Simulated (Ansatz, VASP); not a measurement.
## KBr: VASP beside Ansatz

INCAR

```
SYSTEM = KBr
PREC = Accurate ; ENCUT = 520
EDIFF = 1E-6 ; ISMEAR = 0
SIGMA = 0.05 ; LREAL = .FALSE.
LASPH = .TRUE. ; NELM = 80
ALGO = Normal ; ISIF = 2
LWAVE = .FALSE. ; LCHARG = .TRUE.
GGA = PS ; LELF = .TRUE.
LVHAR = .TRUE. ; NBANDS = 15
```

KPOINTS

```
Automatic mesh
0
G
  6 6 6
  0 0 0
```

Contents of POSCAR:

```
KBr
1.0
    0.0000000000      3.1608000000      3.5559000000
    3.1608000000      0.0000000000      3.5559000000
    3.1608000000      3.1608000000      0.0000000000
K Br
1 1
Direct
    0.0000000000      0.0000000000      0.0000000000
    0.5000000000      0.5000000000      0.5000000000
```

Input for Ansatz:

```yaml
crystal:
  lattice:
    - [0.0, 3.1608, 3.5559]
    - [3.1608, 0.0, 3.5559]
    - [3.1608, 3.1608, 0.0]
  atoms:
    - { symbol: K, position: [0.0, 0.0, 0.0] }
    - { symbol: Br, position: [0.5, 0.5, 0.5] }
basis:
  ecutwfc: 420
kpoints:
  mp_grid: { grid: [6, 6, 6] }
hamiltonian:
  xc: pbesol
scf:
  occupations: { method: gaussian, width: 0.05 }
output:
  forces: true
  stress: true
  eigenvalues: true
```

Change from the starting cell: strain -0.040 along x and y, +0.080 along z, atoms carried along.

Alike in both runs: task single point; functional PBEsol; k mesh 6 × 6 × 6; occupations gaussian, width 0.05 eV; no spin polarisation.

```csv
,VASP,Ansatz
version,VASP 6.6.1,Ansatz 0.2.0
potentials or method,"VASP PAW PBE potentials, release 64 (K_sv, Br)","scalar-relativistic, plane waves, PAW"
plane-wave cutoff (eV),520,420
valence electrons in the cell,16,16
```

VASP gave:

- gap on the k mesh at the Fermi level (eV): 4.26
- least direct gap on the mesh (eV): 4.26
- pressure (GPa): 0.5
- largest component of the traceless stress (GPa): 1.98

Problem. What did Ansatz give for the same quantities?

Solution. gap on the k mesh at the Fermi level (eV): 4.27; least direct gap on the mesh (eV): 4.27; pressure (GPa): 0.4; largest component of the traceless stress (GPa): 1.94.

With one functional, cell and mesh, what is left measures potentials, basis and numerics.

Caveats: the PAW data sets were made with another functional, which shifts forces and pressure a little (VASP).
